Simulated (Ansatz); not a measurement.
# BP: the cost of one run

Program: Ansatz 0.2.0. Level of theory: DFT, PBE, plane-wave PAW, default files, scalar-relativistic. These are calculated values, not measurements.

## 1. The system as given

The structure is cubic, space group F-43m (No. 216). The conventional cell has a = 4.538 Å, b = 4.538 Å, c = 4.538 Å, α = 90.00°, β = 90.00°, γ = 90.00°. B (site symmetry -43m) is surrounded by 4 P at 1.97 Å. Around P (site symmetry -43m) lie 4 B at 1.97 Å.

Structure file:

```cif
data_structure
_symmetry_space_group_name_H-M 'P 1'
_symmetry_Int_Tables_number 1
_cell_length_a 3.2089
_cell_length_b 3.2089
_cell_length_c 3.2089
_cell_angle_alpha 60.000
_cell_angle_beta 60.000
_cell_angle_gamma 60.000
_cell_volume 23.36
loop_
_atom_site_label
_atom_site_type_symbol
_atom_site_fract_x
_atom_site_fract_y
_atom_site_fract_z
_atom_site_occupancy
B1 B 0.00000 0.00000 0.00000 1
P1 P 0.25000 0.25000 0.25000 1
```

## 2. Single point at the given positions

File input.yaml:

```yaml
crystal:
  lattice:
    - [0.0, 2.269, 2.269]
    - [2.269, 0.0, 2.269]
    - [2.269, 2.269, 0.0]
  atoms:
    - { symbol: B, position: [0.0, 0.0, 0.0] }
    - { symbol: P, position: [0.25, 0.25, 0.25] }
kpoints:
  mp_grid: { grid: [16, 16, 16] }
scf:
  occupations: { method: fermi_dirac, width: 0.02 }
hamiltonian:
  xc: pbe
  pseudopotentials: { kind: paw }
output:
  forces: true
  stress: true
  populations: true
  efg: { quadrupole_moments_barn: { B: 0.04059 }, contact_densities: true }
```

Launch:

```console
> ansatz run input.yaml --threads 1 --pin off --max-ram 3072MiB --backend cpu --events-out ev --progress --plain --runs-dir out
```

**Question.** How long does this run take on 1 thread of Intel Xeon 6975P-C (Granite Rapids), shared host, and how much memory does it need?

About 3.5 s, with a peak of 0.38 GiB.
